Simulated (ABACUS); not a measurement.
# Pt (Fm-3m) in ABACUS: a series of runs

One crystal, Pt, is run at these levels: r2SCAN, PBE; tasks: single point, relaxation of cell and atoms.

Everything below comes from runs of ABACUS 3.10.1. Logs are shortened: lines on timing, memory, paths and dates and some standing lists are left out, and cuts for length are marked.

## Step 1: The crystal as given

Symmetry: Fm-3m, No. 225, cubic system. Conventional cell: a = 3.922 Å, b = 3.922 Å, c = 3.922 Å, α = 90.00°, β = 90.00°, γ = 90.00°. Pt (site symmetry m-3m) has 12 Pt at 2.77 Å as nearest neighbours.

## Step 2: Single point, r2SCAN

Input file INPUT:

```
INPUT_PARAMETERS
suffix              Pt
calculation         scf
basis_type          lcao
pseudo_dir          ./
orbital_dir         ./
symmetry            1
dft_functional      MGGA_X_R2SCAN+MGGA_C_R2SCAN
ecutwfc             100
pseudo_rcut         7
nspin               1
nbands              19
ks_solver           genelpa
smearing_method     fd
smearing_sigma      0.00367493
scf_thr             1e-07
scf_nmax            100
mixing_type         broyden
mixing_beta         0.7
cal_force           1
cal_stress          1
mixing_tau          1
out_mul             1
out_chg             1
```

Input file STRU:

```
ATOMIC_SPECIES
Pt 195.0840 Pt_ONCV_PBE-1.2.upf

NUMERICAL_ORBITAL
Pt_confined-atom_7au_3s2p2d1f.orb

LATTICE_CONSTANT
1.8897261246

LATTICE_VECTORS
0.0000000000 1.9609000000 1.9609000000
1.9609000000 0.0000000000 1.9609000000
1.9609000000 1.9609000000 0.0000000000

ATOMIC_POSITIONS
Direct

Pt
0.0
1
0.0000000000 0.0000000000 0.0000000000 1 1 1
```

Input file KPT:

```
K_POINTS
0
Gamma
9 9 9 0 0 0
```

Potentials or basis: SG15 ONCV 1.2 PBE, DZP LCAO (the cutoffs set its grid).

Started as:

```bash
OMP_NUM_THREADS=1 mpirun -np 4 abacus > log
```

running log:

```text
ABACUS v3.10.1

               Atomic-orbital Based Ab-initio Computation at UStc

 ------------------------------------------------------------------------------------

 READING GENERAL INFORMATION
                           global_out_dir = OUT.Pt/
                           global_in_card = INPUT
                               pseudo_dir = ./
                              orbital_dir = ./
                                    DSIZE = 4
                                    GSIZE = 1

 READING UNITCELL INFORMATION
                                    ntype = 1
                  lattice constant (Bohr) = 1.88973
              lattice constant (Angstrom) = 1

 READING ATOM TYPE 1
                               atom label = Pt
                      L=0, number of zeta = 3
                      L=1, number of zeta = 2
                      L=2, number of zeta = 2
                      L=3, number of zeta = 1
             number of atom for this type = 1

                        TOTAL ATOM NUMBER = 1
DIRECT COORDINATES
    atom                   x                   y                   z     mag                  vx                  vy                  vz
taud_Pt1            0.0000000000        0.0000000000        0.0000000000  0.0000        0.0000000000        0.0000000000        0.0000000000

                          Volume (Bohr^3) = 101.764
                             Volume (A^3) = 15.0798

 Lattice vectors: (Cartesian coordinate: in unit of a_0)
                   +0             +1.9609             +1.9609
              +1.9609                  +0             +1.9609
              +1.9609             +1.9609                  +0
 Reciprocal vectors: (Cartesian coordinate: in unit of 2 pi/a_0)
            -0.254985           +0.254985           +0.254985
            +0.254985           -0.254985           +0.254985
            +0.254985           +0.254985           -0.254985
 The esolver type has been set to : ksdft_lcao

                PAO radial cut off (Bohr) = 7

 Read in pseudopotential file is Pt_ONCV_PBE-1.2.upf
                     pseudopotential type = NC
          exchange-correlation functional = PBE
                 nonlocal core correction = 0
                        valence electrons = 18
                                     lmax = 3
                           number of zeta = 0
                     number of projectors = 8
                           L of projector = 0
                           L of projector = 0
                           L of projector = 1
                           L of projector = 1
                           L of projector = 2
[... 164 lines left out ...]
 SELF-CONSISTENT
 -------------------------------------------

 SETUP SEARCHING RADIUS FOR PROGRAM TO SEARCH ADJACENT ATOMS
                  longest orb rcut (Bohr) = 7
   longest nonlocal projector rcut (Bohr) = 3.08
                     search radius (Bohr) = 20.2
              searching radius is (Bohr)) = 20.2
         searching radius unit is (Bohr)) = 1.89
                         PeriodicBoundary = 1
                        Radius(unit:lat0) = 10.7
                                   glayer = [ 6, 6, 6 ]
                             glayer_minus = [ 5, 5, 5 ]

Find the coordinate range of the input atom(unit:lat0).
                                  min_tau = [ -19.6, -19.6, -19.6 ]
                                  max_tau = [ 19.6, 19.6, 19.6 ]
                                BoxNumber = [ 11, 11, 11 ]

 SETUP EXTENDED REAL SPACE GRID FOR GRID INTEGRATION
                          real space grid = [ 36, 36, 36 ]
                 big cell numbers in grid = [ 12, 12, 12 ]
             meshcell numbers in big cell = [ 3, 3, 3 ]
                        extended fft grid = [ 20, 20, 20 ]
                dimension of extened grid = [ 53, 53, 53 ]
                            UnitCellTotal = 125
              Atom number in sub-FFT-grid = 1
    Local orbitals number in sub-FFT-grid = 26
                                ParaV.nnr = 42081
                                 init_chg = atomic

 LCAO ALGORITHM --------------- ION=   1  ELEC=   1--------------------------------

 Density error is 0.0162802503411
----------------------------------------------------------
     Energy           Rydberg                 eV
----------------------------------------------------------
 E_KohnSham     -242.5837423582      -3300.5211382360
 E_Harris       -242.6926880564      -3302.0034205035
 E_Fermi        1.7184420159         23.3806030993
----------------------------------------------------------
[... 80 lines left out ...]
 Density error is 4.61776281876e-09
----------------------------------------------------------
     Energy           Rydberg                 eV
----------------------------------------------------------
 E_KohnSham     -242.5991000491      -3300.7300903399
 E_KS(sigma->0) -242.5986884436      -3300.7244901592
 E_Harris       -242.5991000700      -3300.7300906246
 E_band         -11.0176238425       -149.9024626783
 E_one_elec     -58.7478015264       -799.3048457321
 E_Hartree      39.8482234083        542.1628935297
 E_xc           -23.2575069123       -316.4346152813
 E_Ewald        -200.4411918076      -2727.1423224947
 E_entropy(-TS) -0.0008232111        -0.0112003615
 E_descf        0.0000000000         0.0000000000
 E_exx          0.0000000000         0.0000000000
 E_Fermi        1.7068945650         23.2234919694
----------------------------------------------------------

 charge density convergence is achieved
 final etot is -3300.7300903 eV
 EFERMI = 23.223491969 eV

 STATE ENERGY(eV) AND OCCUPATIONS    NSPIN == 1
 1/35 kpoint (Cartesian) = 0.0000 0.0000 0.0000 (438 pws)
       1       -78.2430     0.00274348
       2       -31.0498     0.00274348
       3       -31.0498     0.00274348
       4       -31.0498     0.00274348
       5        12.5159     0.00274348
       6        19.2749     0.00274348
[... 104 lines left out ...]
       6        18.8366      0.0164609
[... 11 lines left out ...]
      18        57.1151        0.00000
      19        59.8457        0.00000

[... levels at 29 further k points ...]

 correction force for each atom along direction 1 is -2.50104e-13
 correction force for each atom along direction 2 is 9.38276e-14
 correction force for each atom along direction 3 is -3.20833e-15
------------------------------------------------------------------------------------------
 TOTAL-FORCE (eV/Angstrom)
------------------------------------------------------------------------------------------
                       Pt1         0.0000000000         0.0000000000         0.0000000000
------------------------------------------------------------------------------------------

----------------------------------------------------------------
 TOTAL-STRESS (KBAR)
----------------------------------------------------------------
        51.1765128752         0.0000000000         0.0000000000
         0.0000000000        51.1765128752         0.0000000000
         0.0000000000        -0.0000000000        51.1765128752
----------------------------------------------------------------
 TOTAL-PRESSURE: 51.176513 KBAR

 --------------------------------------------
 !FINAL_ETOT_IS -3300.7300903399454910 eV
 --------------------------------------------
```

mulliken.txt:

```text
 0
CALCULATE THE MULLIkEN ANALYSIS FOR EACH ATOM
 Total charge:	18
Decomposed Mulliken populations
0                             Zeta of Pt              Spin 1
s                                      0              1.9860
[... 26 lines left out ...]
SUM OVER M+Zeta                                       8.5213

fz^3                                   0              0.0223
fxz^2                                  0              0.0172
fyz^2                                  0              0.0184
fzx^2-zy^2                             0              0.0122
fxyz                                   0              0.0183
fx^3-3*xy^2                            0              0.0180
f3yx^2-y^3                             0              0.0221
SUM OVER M                                            0.1285
SUM OVER M+Zeta                                       0.1285

SUM OVER M+Zeta+L                                    18.0000

Total Charge on atom:                 Pt             18.0000
```

It took 15 s on 4 MPI ranks of Intel Xeon 6975P-C (Granite Rapids), shared host; peak memory 0.4 GiB.

Results:

- Free energy: -3300.7301 eV
- Pressure: 5.1 GPa
- Band gap on the k mesh: none (metal or under the smearing width)

Caveat: the atomic orbitals were generated for these runs and aren't a published set; the potentials were made for another functional, which shifts forces and pressure; the basis of atomic orbitals isn't converged, which shifts pressures, moduli and gaps. The run has no spin-orbit coupling, so splittings on Pt are missing.

## Step 3: Relaxation of cell and atoms, r2SCAN

INPUT: that of step 2 with these lines changed.

```diff
@@ -2,3 +2,3 @@
 suffix              Pt
-calculation         scf
+calculation         cell-relax
 basis_type          lcao
@@ -11,3 +11,3 @@
 nspin               1
-nbands              19
+nbands              13
 ks_solver           genelpa
@@ -23,2 +23,6 @@
 out_mul             1
-out_chg             1
+relax_nmax          60
+force_thr_ev        0.02
+relax_method        cg
+out_stru            1
+stress_thr          0.2
```

Input file STRU:

```
ATOMIC_SPECIES
Pt 195.0840 Pt_ONCV_PBE-1.2.upf

NUMERICAL_ORBITAL
Pt_confined-atom_7au_3s2p2d1f.orb

LATTICE_CONSTANT
5.2404588053

LATTICE_VECTORS
0.0000000000 0.7071067812 0.7071067812
0.7071067812 0.0000000000 0.7071067812
0.7071067812 0.7071067812 0.0000000000

ATOMIC_POSITIONS
Cartesian

Pt
0.0
1
0.0000000000 0.0000000000 0.0000000000 1 1 1
```

KPT is that of step 2.

Potentials or basis: SG15 ONCV 1.2 PBE, DZP LCAO (the cutoffs set its grid).

Started as:

```bash
OMP_NUM_THREADS=1 mpirun -np 4 abacus > log
```

Run time: 96 s. Hardware: 4 MPI ranks of Intel Xeon 6975P-C (Granite Rapids), shared host; peak memory 0.4 GiB.

It converged, with:

| Quantity | Value |
| --- | --- |
| Free energy | -3300.7344 eV |
| Relaxed volume | 15.35 Å³/atom |
| Relaxed cell | a = 2.790 Å, b = 2.790 Å, c = 2.790 Å, α = 60.00°, β = 60.00°, γ = 60.00° |
| Space group after relaxing (to 0.05 Å) | Fm-3m (No. 225) |
| Energy gained by relaxing | 4.4 meV/atom |
| Ionic steps | 8 |
| Pressure after relaxing | 0.0 GPa |

The path:
```tsv
step	energy change (eV)	largest force (eV/Å)	pressure (GPa)	volume (Å³)
1	0.0000	0.0000	5.12	15.08
2	0.0308	0.0000	-12.59	16.20
3	-0.0044	0.0000	-0.12	15.36
4	-0.0044	0.0000	-0.12	15.36
5	-0.0043	0.0000	0.28	15.34
6	-0.0044	0.0000	0.09	15.35
7	-0.0043	0.0000	-0.18	15.36
8	-0.0044	0.0000	0.00	15.35
```

Final structure:
```yaml
crystal:
  lattice:
    - [0.00000, 1.97264, 1.97264]
    - [1.97264, 0.00000, 1.97264]
    - [1.97264, 1.97264, 0.00000]
  atoms:
    - { symbol: Pt, position: [0.00000, 0.00000, 0.00000] }
```

Caveat: the atomic orbitals were generated for these runs and aren't a published set; the potentials were made for another functional, which shifts forces and pressure; the basis of atomic orbitals isn't converged, which shifts pressures, moduli and gaps.

## Step 4: Single point, PBE

Input file run_abacus.py:

```python
"""ABACUS run from a structure file: ASE reads it, the script writes STRU, KPT and INPUT."""
import re
import subprocess
from ase.io import read
from ase.units import Bohr

atoms = read("POSCAR")
atoms = atoms[(-atoms.numbers).argsort(kind="stable")]  # ABACUS lists atoms element by element
pseudo = {'Pt': 'Pt.upf'}
orbital = {}
magmoms = None
kmesh = [10, 10, 10]
params = {
    'suffix': 'Pt',
    'calculation': 'scf',
    'basis_type': 'pw',
    'pseudo_dir': './',
    'symmetry': 1,
    'dft_functional': 'pbe',
    'ecutwfc': 84,
    'pseudo_rcut': 10,
    'nspin': 1,
    'nbands': 19,
    'ks_solver': 'dav',
    'smearing_method': 'fd',
    'smearing_sigma': 0.00367493,
    'scf_thr': 1e-08,
    'scf_nmax': 100,
    'mixing_type': 'broyden',
    'mixing_beta': 0.7,
    'cal_force': 1,
    'cal_stress': 1,
    'out_chg': 1,
    'kpar': 4,
}

symbols = atoms.get_chemical_symbols()
elements = list(dict.fromkeys(symbols))
lines = ["ATOMIC_SPECIES"] + [f"{e} {atoms.get_masses()[symbols.index(e)]:.4f} {pseudo[e]}" for e in elements]
if orbital:
    lines += ["", "NUMERICAL_ORBITAL"] + [orbital[e] for e in elements]
lines += ["", "LATTICE_CONSTANT", f"{1 / Bohr:.10f}", "", "LATTICE_VECTORS"]
lines += [" ".join(f"{x:.10f}" for x in v) for v in atoms.cell]
lines += ["", "ATOMIC_POSITIONS", "Direct"]
for e in elements:
    lines += ["", e, "0.0", str(symbols.count(e))]
    for i, p in enumerate(atoms.get_scaled_positions(wrap=False)):
        if symbols[i] == e:
            mag = "" if magmoms is None else " mag " + " ".join(str(x) for x in (magmoms[i] if isinstance(magmoms[i], list) else [magmoms[i]]))
            lines.append(" ".join(f"{x:.10f}" for x in p) + " 1 1 1" + mag)
open("STRU", "w").write("\n".join(lines) + "\n")
open("KPT", "w").write("K_POINTS\n0\nGamma\n%d %d %d 0 0 0\n" % tuple(kmesh))
open("INPUT", "w").write("INPUT_PARAMETERS\n" + "".join(f"{k:<20s}{v}\n" for k, v in params.items()))

done = subprocess.run(['mpirun', '-np', '4', 'abacus'])
if done.returncode:
    raise SystemExit(done.returncode)
log = open("OUT.Pt/running_scf.log").read()
print("final energy (eV):", re.findall(r"FINAL_ETOT_IS (\S+)", log))
```

Input file POSCAR:

```
Pt
1.0
    0.0000000000      1.9609000000      1.9609000000
    1.9609000000      0.0000000000      1.9609000000
    1.9609000000      1.9609000000      0.0000000000
Pt
1
Direct
    0.0000000000      0.0000000000      0.0000000000
```

Potentials or basis: Ansatz NC PBE, plane waves.

Started as:

```bash
OMP_NUM_THREADS=1 python run_abacus.py > log
```

Run time: 3 s. Hardware: 4 MPI ranks of Intel Xeon Platinum 8559C (Emerald Rapids), shared host; peak memory 0.32 GiB.

Results (log left out):

```
Free energy            : -3550.4561 eV
Pressure               : 10.4 GPa
Band gap on the k mesh : none (metal or under the smearing width)
```

Levels at points of the mesh, in eV from the Fermi level:
| k point | band 5 | band 6 | band 7 | band 8 | band 9 | band 10 | band 11 | band 12 | band 13 | band 14 |
| --- | --- | --- | --- | --- | --- | --- | --- | --- | --- | --- |
| (0.00, 0.00, 0.00) | -10.26 | -3.82 | -3.82 | -3.82 | -1.65 | -1.65 | 14.57 | 19.52 | 19.52 | 19.52 |
| (0.50, 0.50, 0.50) | -7.37 | -3.89 | -3.89 | -0.50 | 0.03 | 0.03 | 5.83 | 14.15 | 18.93 | 18.93 |
| (0.50, 0.50, 0.00) | -7.12 | -6.66 | -0.01 | 0.48 | 0.48 | 1.76 | 8.88 | 11.38 | 11.38 | 20.08 |

## Step 5: The runs side by side

```tsv
task	level	potentials or basis	cell	k mesh	cutoff (eV)	radial cutoff of the potentials (pseudo_rcut)	orbital files	SCF threshold on the density	eigensolver	max steps of the relaxation	gap on the mesh (eV)	pressure (GPa)
single point	r2SCAN	SG15 ONCV 1.2 PBE, DZP LCAO (the cutoffs set its grid)	as given	9 × 9 × 9	1361	7 bohr	Pt Pt_confined-atom_7au_3s2p2d1f.orb	1e-07	genelpa	-	none	5.1
relaxation of cell and atoms	r2SCAN	SG15 ONCV 1.2 PBE, DZP LCAO (the cutoffs set its grid)	relaxed	9 × 9 × 9	1361	7 bohr	Pt Pt_confined-atom_7au_3s2p2d1f.orb	1e-07	genelpa	60	-	0.0
single point	PBE	Ansatz NC PBE, plane waves	as given	10 × 10 × 10	1143	10 bohr	-	1e-08	dav	-	none	10.4
```

Alike in all rows: no spin polarisation; smearing fermi-dirac 0.05 eV.

Caveats: the atomic orbitals were generated for these runs and aren't a published set (some runs); the potentials were made for another functional, which shifts forces and pressure (some runs); the basis of atomic orbitals isn't converged, which shifts pressures, moduli and gaps (some runs).

Total energies depend on the potentials used, so only differences within one code and one set of settings carry meaning.
